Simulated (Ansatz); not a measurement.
**PbSe (rocksalt): the band gap by level of theory**

All numbers come from the plane-wave code Ansatz. No magnetic order and no zero-point or thermal motion.

The cell is PbSe (rocksalt); cell and atoms were relaxed with r2SCAN. The symmetry is Fm-3m (No. 225, cubic); conventional cell a = 6.177 Å, 29.47 Å³ an atom. Pb has 6 Se at 3.09 Å; Se has 6 Pb at 3.09 Å.

Relaxed lattice by functional, symmetry kept:
```json
{"functional": "PBE", "k mesh": "8×8×8", "a (Å)": "6.217", "volume (Å³/atom)": "30.04"}
{"functional": "r2SCAN", "k mesh": "6×6×6", "a (Å)": "6.177", "volume (Å³/atom)": "29.47"}
{"functional": "PBEsol", "k mesh": "6×6×6", "a (Å)": "6.101", "volume (Å³/atom)": "28.38"}
{"functional": "LDA", "k mesh": "6×6×6", "a (Å)": "6.037", "volume (Å³/atom)": "27.50"}
{"functional": "HSE06", "k mesh": "4×4×4", "a (Å)": "6.173", "volume (Å³/atom)": "29.40"}
```

Gaps on the r2SCAN cell, each the least over its mesh and the special points:

| level | k mesh | gap (eV) | kind | edges | least direct gap (eV) | rough cost |
| --- | --- | --- | --- | --- | --- | --- |
| LDA | 8×8×8 | 0.27 | direct | L | 0.27 | 2.6 core-seconds |
| PBE | 8×8×8 | 0.37 | direct | L | 0.37 | 4 core-seconds |
| PBE+SOC | 8×8×8 | 0.12 | direct | L | 0.12 | 16 core-seconds |
| r2SCAN | 8×8×8 | 0.66 | direct | L | 0.66 | 7 core-seconds |
| r2SCANh | 6×6×6 | 1.01 | direct | L | 1.01 | 4 core-minutes |
| HSE06 | 6×6×6 | 0.79 | direct | L | 0.79 | 3 core-minutes |
| HSE06+SOC | 4×4×4 | 0.24 | direct | L | 0.24 | 6 core-minutes |
| DDH-PBE0 | 6×6×6 | 0.55 | direct | L | 0.55 | 4 core-minutes |
| PBE0 | 6×6×6 | 1.34 | direct | L | 1.34 | 3 core-minutes |

PBE, PBE+SOC, HSE06+SOC: smearing of 0.02 eV; the others have fixed occupations.
Wave cutoffs: 420 eV, 500 eV (r2SCAN, r2SCANh). Set aside, since their points miss a band edge that the other levels read or their mesh is too coarse: LC-ωPBE.
Costs come from shared machines and give only the order; PBE's includes the band path. The runs had 4 threads of Arm Neoverse V1 (shared host).

The HSE06 gap is direct at L: 0.79 eV. Spin-orbit coupling changes the PBE gap by -0.26 eV, to 0.12 eV; at Γ the threefold valence level splits into a fourfold and a twofold level 0.66 eV apart, the fourfold one on top.

r2SCAN covers 70 % of the step from PBE to HSE06, while HSE06 needs about 26 times r2SCAN's cost (on a coarser mesh). All these functionals give a gap of the same kind, direct.

r2SCAN (ground state on 6×6×6): ε∞: 17.02 in all directions. Born charges, averaged over directions: Pb +4.83, Se -4.83 e. PBE (ground state on 6×6×6): The clamped-ion dielectric constant comes out as 20.89 in all directions. Born charges, averaged over directions: Pb +4.83, Se -4.83 e.

Only the levels marked +SOC include spin-orbit coupling.

The meshes of the hybrids are coarse, so their gaps aren't converged to the digits shown.
